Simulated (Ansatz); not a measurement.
# CsCl: how the settings move a single-point run

How sensitive is a single-point run of CsCl to its settings? A reference run comes first, then one run with altered input.

Method: reference: DFT, HSE06, plane waves, PAW, in Ansatz 0.2.0.

2 further runs of the same task are left out: 2 that didn't finish.

### 1 The starting structure

It takes space group Pm-3m (No. 221, cubic). Conventional cell: a = 4.141 Å, b = 4.141 Å, c = 4.141 Å, α = 90.00°, β = 90.00°, γ = 90.00°. Cs (site symmetry m-3m) is surrounded by 8 Cl at 3.59 Å. Cl (site symmetry m-3m) has 8 Cs at 3.59 Å as nearest neighbours.

Structure file:

```
CELL_PARAMETERS angstrom
4.14068 0.00000 0.00000
0.00000 4.14068 0.00000
0.00000 0.00000 4.14068
ATOMIC_POSITIONS crystal
Cs 0.00000 0.00000 0.00000
Cl 0.50000 0.50000 0.50000
```

### 2 The reference run

input.yaml reads:

```yaml
crystal:
  lattice:
    - [4.1406758997, 0.0, 0.0]
    - [0.0, 4.1406758997, 0.0]
    - [0.0, 0.0, 4.1406758997]
  atoms:
    - { symbol: Cs, position: [0.0, 0.0, 0.0] }
    - { symbol: Cl, position: [0.5, 0.5, 0.5] }
kpoints:
  mp_grid: { grid: [4, 4, 4] }
hamiltonian:
  xc: hse06
scf:
  occupations: { method: fixed }
  n_extra_bands: 4
output:
  forces: true
  stress: true
  eigenvalues: true
```

Command:

```
> ansatz run input.yaml --threads 4 --pin off --max-ram 3686MiB --backend cpu --events-out ev --progress --plain --runs-dir out
```

### 3 Variant: symmetry.detect false

Changes to input.yaml since step 2:

```diff
@@ -8,2 +8,3 @@
     - { symbol: Cl, position: [0.5, 0.5, 0.5] }
+  symmetry: { detect: false }
 kpoints:
```

Q: Predict the outcome of this session. Wanted: for each run, ending; energy change; pressure; gap; force.

**Answer**, as computed:

```tsv
run	ending	energy change	pressure (GPa)	gap (eV)	force (eV/Å)	cycles	time
reference	converged	0	0.4	6.53	0.00	10	12 s
1: symmetry.detect false	converged	0.0 meV/atom	0.4	6.53	0.00	11	87 s
```

Residual by cycle in the longest SCF loop of each run; runs are numbered as in the table. The quantity is the density residual dr2, in eV.

```tsv
cycle	reference	run 1
1	0.00394	0.00391
2	6.1e-4	6.3e-4
3	1.4e-4	1.5e-4
4	5.0e-6	4.7e-6
5	8.0e-7	9.8e-7
6	-	9.7e-8
```

What this shows: The changed use of symmetry doesn't alter the result here (within 0.5 meV/atom). Cost: 11 SCF cycles against 10, 87 s against 12 s. The gap of the reference lacks spin-orbit coupling, though the cell holds Cs.
